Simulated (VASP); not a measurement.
# InP (F-43m) in VASP: settings compared

One crystal, InP, is run at these levels: PBE, LDA; tasks: relaxation of cell and atoms.

All numbers are computed with VASP 6.6.1; they aren't measurements. Logs are shortened: lines on timing, memory, paths and dates and some standing lists are left out, and cuts for length are marked.

### 1 Starting point

The structure is cubic, space group F-43m (No. 216). The conventional cell has a = 5.861 Å, b = 5.861 Å, c = 5.861 Å, α = 90.00°, β = 90.00°, γ = 90.00°. In (site symmetry -43m) has 4 P at 2.54 Å as nearest neighbours. P (site symmetry -43m) is surrounded by 4 In at 2.54 Å.

### 2 Relaxation of cell and atoms, PBE

The input, INCAR:

```
SYSTEM = InP
PREC = Accurate
ENCUT = 600
EDIFF = 1E-6
ISMEAR = 0
SIGMA = 0.03
LREAL = .FALSE.
LASPH = .TRUE.
NELM = 80
ALGO = Normal
ISIF = 3
LWAVE = .FALSE.
LCHARG = .FALSE.
GGA = PE
IBRION = 2
NSW = 90
EDIFFG = -0.01
```

The input, KPOINTS:

```
Automatic mesh
0
G
  8 8 8
  0 0 0
```

The input, POSCAR:

```
InP
1.0
    0.0000000000      2.9305000000      2.9305000000
    2.9305000000      0.0000000000      2.9305000000
    2.9305000000      2.9305000000      0.0000000000
In P
1 1
Direct
    0.0000000000      0.0000000000      0.0000000000
    0.2500000000      0.2500000000      0.2500000000
```

Potentials or basis: VASP PAW PBE potentials, release 64 (In_d, P).

The run is started by

```console
$ cat potpaw_PBE.64/In_d/POTCAR potpaw_PBE.64/P/POTCAR > POTCAR
$ mpirun -np 1 vasp_std > vasp.out
```

OUTCAR:

```text
SYSTEM = InP
   PREC = Accurate
   ENCUT = 600
   EDIFF = 1E-6
   ISMEAR = 0
   LREAL = .FALSE.
   LASPH = .TRUE.
   NELM = 80
   ISIF = 3
   GGA = PE
   IBRION = 2
   NSW = 90
   EDIFFG = -0.01

 ion  position               nearest neighbor table
   1  0.000  0.000  0.000-   2 2.54   2 2.54   2 2.54   2 2.54
   2  0.250  0.250  0.250-   1 2.54   1 2.54   1 2.54   1 2.54

  LATTYP: Found a face centered cubic cell.
 ALAT       =     5.8610000000

  Lattice vectors:

 A1 = (   0.0000000000,   2.9305000000,   2.9305000000)
 A2 = (   2.9305000000,   0.0000000000,   2.9305000000)
 A3 = (   2.9305000000,   2.9305000000,   0.0000000000)

Analysis of symmetry for initial positions (statically):
=====================================================================
 Subroutine PRICEL returns:
 Original cell was already a primitive cell.

 Routine SETGRP: Setting up the symmetry group for a
 face centered cubic supercell.

 Subroutine GETGRP returns: Found 24 space group operations
 (whereof 24 operations were pure point group operations)
 out of a pool of 48 trial point group operations.

The static configuration has the point symmetry T_d .

Analysis of symmetry for dynamics (positions and initial velocities):
=====================================================================
 Subroutine PRICEL returns:
 Original cell was already a primitive cell.

 Routine SETGRP: Setting up the symmetry group for a
 face centered cubic supercell.

 Subroutine GETGRP returns: Found 24 space group operations
 (whereof 24 operations were pure point group operations)
 out of a pool of 48 trial point group operations.

The dynamic configuration has the point symmetry T_d .

 Subroutine INISYM returns: Found 24 space group operations
 (whereof 24 operations are pure point group operations),
 and found     1 'primitive' translations

----------------------------------------------------------------------------------------

                                     Primitive cell

  volume of cell :      50.3333

  direct lattice vectors                    reciprocal lattice vectors
     0.000000000  2.930500000  2.930500000    -0.170619348  0.170619348  0.170619348
     2.930500000  0.000000000  2.930500000     0.170619348 -0.170619348  0.170619348
     2.930500000  2.930500000  0.000000000     0.170619348  0.170619348 -0.170619348

[... 99 lines left out ...]
   EFERMI_NEDOS =   21; number of points for ismear=-14 and -15
   IALGO  =     38    algorithm
   IMIX   =      4    mixing-type and parameters
     AMIX     =   0.40;   BMIX     =  1.00
     AMIX_MAG =   1.60;   BMIX_MAG =  1.00
  volume/ion in A,a.u.               =      25.17       169.83
  Fermi-wavevector in a.u.,A,eV,Ry     =   1.162021  2.195901 18.371846  1.350293
  Thomas-Fermi vector in A             =   2.298587
   LORBIT       =      0    0 simple, 1 ext, 2 COOP (PROOUT), +10 PAW based schemes
   GGA     = PE    functional components
   LHFCALC =     F    Hartree Fock is set to
   AEXX    =    0.0000 exact exchange contribution
   IVDW    =     0    specifies the selected vdW correction
   LEPSILON=     F    determine dielectric tensor
   LRPA    =     F    only Hartree local field effects (RPA)
 conjugate gradient relaxation of ions
 non-spin polarized calculation
 Gauss-broadening in eV      SIGMA  =   0.03
  energy-cutoff  :      600.00
  volume of cell :       50.33
 maximum number of plane-waves:      1700
 NGX is ok and might be reduce to    36
   NGX = 17   NGY = 17   NGZ = 17

--------------------------------------- Ionic step        1  -------------------------------------------

 number of electron      17.9999998 magnetization

 Free energy of the ion-electron system (eV)
  ---------------------------------------------------
  ext. energy  EPLUGINS =         0.00000000
  ---------------------------------------------------
  free energy    TOTEN  =        -8.38087440 eV

  energy without entropy =       -8.38087440  energy(sigma->0) =       -8.38087440

------------------------ aborting loop because EDIFF is reached ----------------------------------------

  FORCE on cell =-STRESS in cart. coord.  units (eV):
  Direction    XX          YY          ZZ          XY          YZ          ZX
  --------------------------------------------------------------------------------------
  -------------------------------------------------------------------------------------
  Total        1.0354820      1.0354820      1.0354820      0.0000000      0.0000000     -0.0000000
  in kB       32.9608154     32.9608154     32.9608154      0.0000000      0.0000000     -0.0000000
  external PRESSURE =      32.9608154 kB  Pullay stress =       0.0000000 kB
[... 59 lines left out ...]
--------------------------------------- Ionic step        3  -------------------------------------------

 number of electron      17.9999999 magnetization

 Free energy of the ion-electron system (eV)
  ---------------------------------------------------
  ext. energy  EPLUGINS =         0.00000000
  ---------------------------------------------------
  free energy    TOTEN  =        -8.40596664 eV

  energy without entropy =       -8.40596664  energy(sigma->0) =       -8.40596664

 E-fermi :   4.8483     XC(G=0):  -9.0650

 val. band max:        4.6639307050   @ k =   0.0000   0.0000   0.0000
 cond. band min:       5.1060003420   @ k =   0.0000   0.0000   0.0000
 fundamental gap:      0.4420696371
 Fermi energy:         4.8482992802

 k-point     1 :       0.0000    0.0000    0.0000
  band No.  band energies     occupation
      1      -9.4336      2.00000
      2      -9.4336      2.00000
      3      -9.4336      2.00000
      4      -9.3048      2.00000
      5      -9.3048      2.00000
      6      -6.5266      2.00000
      7       4.6639      2.00000
      8       4.6639      2.00000
      9       4.6639      2.00000
     10       5.1060      0.00000
     11       8.7526      0.00000
     12       8.7526      0.00000
     13       8.7526      0.00000
[... 354 lines left out ...]
  band No.  band energies     occupation
      1      -9.5435      2.00000
      2      -9.3925      2.00000
      3      -9.3758      2.00000
      4      -9.3089      2.00000
      5      -9.2937      2.00000
      6      -4.6699      2.00000
      7      -0.6603      2.00000
      8       2.1381      2.00000
      9       3.1519      2.00000
     10       7.6871      0.00000
     11       8.8720      0.00000
     12      10.4357      0.00000
     13      11.7401      0.00000

 [... further k-points ...]
[... 5 lines left out ...]
  --------------------------------------------------------------------------------------
  -------------------------------------------------------------------------------------
  Total        0.0038017      0.0038017      0.0038017     -0.0000000      0.0000000     -0.0000000
  in kB        0.1151800      0.1151800      0.1151800     -0.0000000      0.0000000     -0.0000000
  external PRESSURE =       0.1151800 kB  Pullay stress =       0.0000000 kB
[... 17 lines left out ...]
  FREE ENERGIE OF THE ION-ELECTRON SYSTEM (eV)
  ---------------------------------------------------
  free  energy   TOTEN  =        -8.4059666422 eV

  energy  without entropy=       -8.4059666422  energy(sigma->0) =       -8.40596664

 reached required accuracy - stopping structural energy minimisation
```

Wall time 87 s (1 thread of Intel Xeon Platinum 8375C at 2.90GHz (Ice Lake), shared host); peak memory 0.22 GiB.

What came out:

```yaml
Free_energy: -8.4060 eV
Relaxed_volume: 26.44 Å³/atom
Relaxed_cell: a = 4.213 Å, b = 4.213 Å, c = 4.213 Å, α = 60.00°, β = 60.00°, γ = 60.00°
Space_group_after_relaxing_to_0.05_Å: F-43m (No. 216)
Energy_gained_by_relaxing: 12.5 meV/atom
Ionic_steps: 3
Pressure_after_relaxing: 0.0 GPa
Band_gap_on_the_k_mesh: 0.44 eV, direct
```

Step by step:
```csv
step,energy change (eV),largest force (eV/Å),pressure (GPa),volume (Å³)
1,0.0000,0.0000,3.30,50.33
2,-0.0192,0.0000,-1.39,54.20
3,-0.0251,0.0000,0.01,52.88
```

Final structure:
```xyz
2
Lattice="0.0000 2.9792 2.9792 2.9792 0.0000 2.9792 2.9792 2.9792 0.0000" Properties=species:S:1:pos:R:3 pbc="T T T"
In    0.0000    0.0000    0.0000
P     1.4896    1.4896    1.4896
```

Caveat: spin-orbit coupling is left out, which moves the levels of the heavy elements.

### 3 Relaxation of cell and atoms, PBE

This run uses another cell than the first one, of 26.44 Å³/atom, 1.051 times its volume.

INCAR, as its differences from that of step 2:

```diff
@@ -3,3 +3,3 @@
 ENCUT = 600
-EDIFF = 1E-6
+EDIFF = 1E-7
 ISMEAR = 0
@@ -16,2 +16,2 @@
 NSW = 90
-EDIFFG = -0.01
+EDIFFG = -0.005
```

KPOINTS is that of step 2.

The input, POSCAR:

```
InP                                     
1.0
    0.0000000000      2.9791538216      2.9791538216
    2.9791538216      0.0000000000      2.9791538216
    2.9791538216      2.9791538216      0.0000000000
  In              P             
     1     1
Direct
     0.0000000000000000    0.0000000000000000    0.0000000000000000
     0.2500000000000000    0.2500000000000000    0.2500000000000000
```

Potentials or basis: VASP PAW PBE potentials, release 64 (In_d, P).

The run is started by

```console
$ cat potpaw_PBE.64/In_d/POTCAR potpaw_PBE.64/P/POTCAR > POTCAR
$ mpirun -np 1 vasp_std > vasp.out
```

Wall time 37 s (1 thread of Intel Xeon Platinum 8375C at 2.90GHz (Ice Lake), shared host); peak memory 0.21 GiB.

Results (log left out):

| Item | Value |
| --- | --- |
| Free energy | -8.4063 eV |
| Pressure after relaxing | 0.0 GPa |
| Band gap on the k mesh | 0.44 eV, direct |

Final structure:
```xyz
2
Lattice="0.0000 2.9792 2.9792 2.9792 0.0000 2.9792 2.9792 2.9792 0.0000" Properties=species:S:1:pos:R:3 pbc="T T T"
In    0.0000    0.0000    0.0000
P     1.4896    1.4896    1.4896
```

Levels at points of the mesh, in eV from the valence-band top:
```tsv
k point	band 5	band 6	band 7	band 8	band 9	band 10	band 11	band 12	band 13
(0.00, 0.00, 0.00)	-13.97	-11.19	0.00	0.00	0.00	0.44	4.09	4.09	4.09
(0.50, 0.00, 0.00)	-13.96	-9.62	-5.48	-0.90	-0.90	1.38	4.80	4.80	6.99
(0.50, 0.50, 0.00)	-13.94	-9.03	-5.54	-2.16	-2.16	1.84	2.26	8.91	9.26
```

Caveat: the relaxation stopped at its first step, so nothing moved; spin-orbit coupling is left out, which moves the levels of the heavy elements. A hybrid or GW would open this gap; PBE tends to underestimate it.

### 4 Relaxation of cell and atoms, LDA

The input, INCAR:

```
  PREC = Accurate
  ENCUT = 600
  EDIFF = 1E-6
  ISMEAR = 0
  SIGMA = 0.03
  LREAL = F
  LASPH = T
  NELM = 80
  ALGO = Normal
  ISIF = 3
  LWAVE = F
  LCHARG = F
  GGA = CA
  IBRION = 2
  NSW = 90
  EDIFFG = -0.01
```

The input, KPOINTS:

```
regular mesh
0
Gamma
  8 8 8
```

The input, POSCAR:

```
InP
1.0
    0.0000000000      2.9305000000      2.9305000000
    2.9305000000      0.0000000000      2.9305000000
    2.9305000000      2.9305000000      0.0000000000
In P
1 1
Direct
    0.0000000000      0.0000000000      0.0000000000
    0.2500000000      0.2500000000      0.2500000000
```

Potentials or basis: VASP PAW LDA potentials, release 64 (In_d, P).

The run is started by

```console
$ cat potpaw_LDA.64/In_d/POTCAR potpaw_LDA.64/P/POTCAR > POTCAR
$ mpirun -np 1 vasp_std > vasp.out
```

OUTCAR:

```text
PREC = Accurate
   ENCUT = 600
   EDIFF = 1E-6
   ISMEAR = 0
   LREAL = F
   LASPH = T
   NELM = 80
   ISIF = 3
   GGA = CA
   IBRION = 2
   NSW = 90
   EDIFFG = -0.01

 ion  position               nearest neighbor table
   1  0.000  0.000  0.000-   2 2.54   2 2.54   2 2.54   2 2.54
   2  0.250  0.250  0.250-   1 2.54   1 2.54   1 2.54   1 2.54

  LATTYP: Found a face centered cubic cell.
 ALAT       =     5.8610000000

  Lattice vectors:

 A1 = (   0.0000000000,   2.9305000000,   2.9305000000)
 A2 = (   2.9305000000,   0.0000000000,   2.9305000000)
 A3 = (   2.9305000000,   2.9305000000,   0.0000000000)

Analysis of symmetry for initial positions (statically):
=====================================================================
 Subroutine PRICEL returns:
 Original cell was already a primitive cell.

 Routine SETGRP: Setting up the symmetry group for a
 face centered cubic supercell.

 Subroutine GETGRP returns: Found 24 space group operations
 (whereof 24 operations were pure point group operations)
 out of a pool of 48 trial point group operations.

The static configuration has the point symmetry T_d .

Analysis of symmetry for dynamics (positions and initial velocities):
=====================================================================
 Subroutine PRICEL returns:
 Original cell was already a primitive cell.
[... 229 lines left out ...]
--------------------------------------- Ionic step        3  -------------------------------------------

 number of electron      18.0000001 magnetization

 Free energy of the ion-electron system (eV)
  ---------------------------------------------------
  ext. energy  EPLUGINS =         0.00000000
  ---------------------------------------------------
  free energy    TOTEN  =        -9.67235601 eV

  energy without entropy =       -9.67235601  energy(sigma->0) =       -9.67235601

 E-fermi :   5.3153     XC(G=0):  -9.6827

 val. band max:        5.1953577371   @ k =   0.0000   0.0000   0.0000
 cond. band min:       5.7960363094   @ k =   0.0000   0.0000   0.0000
 fundamental gap:      0.6006785723
 Fermi energy:         5.3153215030

 k-point     1 :       0.0000    0.0000    0.0000
  band No.  band energies     occupation
      1      -9.0290      2.00000
      2      -9.0290      2.00000
      3      -9.0290      2.00000
      4      -8.8655      2.00000
      5      -8.8655      2.00000
      6      -6.4661      2.00000
      7       5.1954      2.00000
      8       5.1954      2.00000
      9       5.1954      2.00000
     10       5.7960      0.00000
     11       9.1573      0.00000
     12       9.1573      0.00000
     13       9.1573      0.00000
[... 354 lines left out ...]
  band No.  band energies     occupation
      1      -9.1696      2.00000
      2      -8.9775      2.00000
      3      -8.9555      2.00000
      4      -8.8721      2.00000
      5      -8.8517      2.00000
      6      -4.3232      2.00000
      7      -0.5259      2.00000
      8       2.3837      2.00000
      9       3.4864      2.00000
     10       8.2870      0.00000
     11       9.2278      0.00000
     12      11.0014      0.00000
     13      12.3335      0.00000

 [... further k-points ...]
[... 5 lines left out ...]
  --------------------------------------------------------------------------------------
  -------------------------------------------------------------------------------------
  Total        0.0042123      0.0042123      0.0042123     -0.0000000      0.0000000      0.0000000
  in kB        0.1363392      0.1363392      0.1363392     -0.0000000      0.0000000      0.0000000
  external PRESSURE =       0.1363392 kB  Pullay stress =       0.0000000 kB
[... 17 lines left out ...]
  FREE ENERGIE OF THE ION-ELECTRON SYSTEM (eV)
  ---------------------------------------------------
  free  energy   TOTEN  =        -9.6723560055 eV

  energy  without entropy=       -9.6723560055  energy(sigma->0) =       -9.67235601

 reached required accuracy - stopping structural energy minimisation
```

CONTCAR:

```text
InP
   1.00000000000000
     0.0000000000000000    2.9142540919066344    2.9142540919066344
     2.9142540919066344    0.0000000000000000    2.9142540919066344
     2.9142540919066344    2.9142540919066344    0.0000000000000000
  In              P
     1     1
Direct
     0.0000000000000000    0.0000000000000000    0.0000000000000000
     0.2500000000000000    0.2500000000000000    0.2500000000000000

  0.00000000E+00  0.00000000E+00  0.00000000E+00
  0.00000000E+00  0.00000000E+00  0.00000000E+00
```

It took 21 s on 1 thread of Intel Xeon 6975P-C (Granite Rapids), shared host; peak memory 0.18 GiB.

Results:

* Free energy: -9.6724 eV
* Relaxed volume: 24.75 Å³/atom
* Relaxed cell: a = 4.121 Å, b = 4.121 Å, c = 4.121 Å, α = 60.00°, β = 60.00°, γ = 60.00°
* Space group after relaxing (to 0.05 Å): F-43m (No. 216)
* Energy gained by relaxing: 1.5 meV/atom
* Ionic steps: 3
* Pressure after relaxing: 0.0 GPa
* Band gap on the k mesh: 0.60 eV, direct

Step by step:
| step | energy change (eV) | largest force (eV/Å) | pressure (GPa) | volume (Å³) |
| --- | --- | --- | --- | --- |
| 1 | 0.0000 | 0.0000 | -1.16 | 50.33 |
| 2 | -0.0020 | 0.0000 | 0.73 | 49.02 |
| 3 | -0.0030 | 0.0000 | 0.01 | 49.50 |

Final structure:
```yaml
crystal:
  lattice:
    - [0.00000, 2.91425, 2.91425]
    - [2.91425, 0.00000, 2.91425]
    - [2.91425, 2.91425, 0.00000]
  atoms:
    - { symbol: In, position: [0.00000, 0.00000, 0.00000] }
    - { symbol: P, position: [0.25000, 0.25000, 0.25000] }
```

Levels at points of the mesh, in eV from the valence-band top:
```
           k point  band 7  band 8  band 9  band 10  band 11  band 12
(0.00, 0.00, 0.00)    0.00    0.00    0.00     0.60     3.96     3.96
(0.50, 0.00, 0.00)   -5.92   -1.02   -1.02     1.37     4.70     4.70
(0.50, 0.50, 0.00)   -5.93   -2.42   -2.42     1.57     2.12     9.10
```

Caveat: spin-orbit coupling is left out, which moves the levels of the heavy elements.

[end of part 1 of 2]
